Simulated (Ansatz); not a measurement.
# SiO2: the cost of one run

Program: Ansatz 0.2.0. Level of theory: DFT PBEsol, scalar-relativistic, plane waves, PAW. These are calculated values, not measurements.

3 further runs of the same task are left out: 3 set aside as unsound or not needed.

### Step 1. Starting point

Symmetry: I-42d, No. 122, tetragonal system. Conventional cell: a = 4.927 Å, b = 4.927 Å, c = 7.284 Å, α = 90.00°, β = 90.00°, γ = 90.00°. Si (site symmetry -4) has 4 O at 1.61 Å as nearest neighbours. O (site symmetry 2) has 2 Si at 1.61 Å as nearest neighbours.

Structure file:

```cif
data_structure
_symmetry_space_group_name_H-M 'P 1'
_symmetry_Int_Tables_number 1
_cell_length_a 5.0399
_cell_length_b 5.0399
_cell_length_c 5.0399
_cell_angle_alpha 121.482
_cell_angle_beta 121.482
_cell_angle_gamma 87.452
_cell_volume 88.40
loop_
_atom_site_label
_atom_site_type_symbol
_atom_site_fract_x
_atom_site_fract_y
_atom_site_fract_z
_atom_site_occupancy
Si1 Si 0.00000 0.00000 0.00000 1
Si2 Si 0.75000 0.25000 0.50000 1
O1 O 0.97420 0.62500 0.84920 1
O2 O 0.37500 0.22420 0.34920 1
O3 O 0.77580 0.12500 0.15080 1
O4 O 0.87500 0.02580 0.65080 1
```

It is the result of an earlier relaxation at this level (volume 14.73 Å³/atom; gap on the mesh: 5.76 eV).

### Step 2. Relaxing with PBEsol

input.yaml

```yaml
crystal:
  lattice:
    - [-2.4632700981, 2.4632700981, 3.6420760765]
    - [2.4632700981, -2.4632700981, 3.6420760765]
    - [2.4632700981, 2.4632700981, -3.6420760765]
  atoms:
    - { symbol: Si, position: [0.0, 0.0, 0.0] }
    - { symbol: Si, position: [0.75, 0.25, 0.5] }
    - { symbol: O, position: [0.9741962581, 0.625, 0.8491962581] }
    - { symbol: O, position: [0.375, 0.2241962581, 0.3491962581] }
    - { symbol: O, position: [0.7758037419, 0.125, 0.1508037419] }
    - { symbol: O, position: [0.875, 0.0258037419, 0.6508037419] }
basis:
  ecutwfc: 420
kpoints:
  mp_grid: { grid: [8, 8, 8] }
hamiltonian:
  xc: pbesol
scf:
  occupations: { method: fixed }
output:
  forces: true
  stress: true
  eigenvalues: true
relax:
  adjacent_minimum: "off"
  f_tol: 0.001
  max_steps: 60
  cell: { stress_tol: 0.01 }
```

The run is started by

```
ansatz run input.yaml --threads 2 --pin off --max-ram 6144MiB --backend cpu --events-out ev --progress --plain --runs-dir out
```

**Question.** How long does this run take on 2 threads of Intel Xeon Platinum 8259CL at 2.50GHz (Skylake/Cascade Lake), shared host, and how much memory does it need?

About 84 s, with a peak of 0.46 GiB.
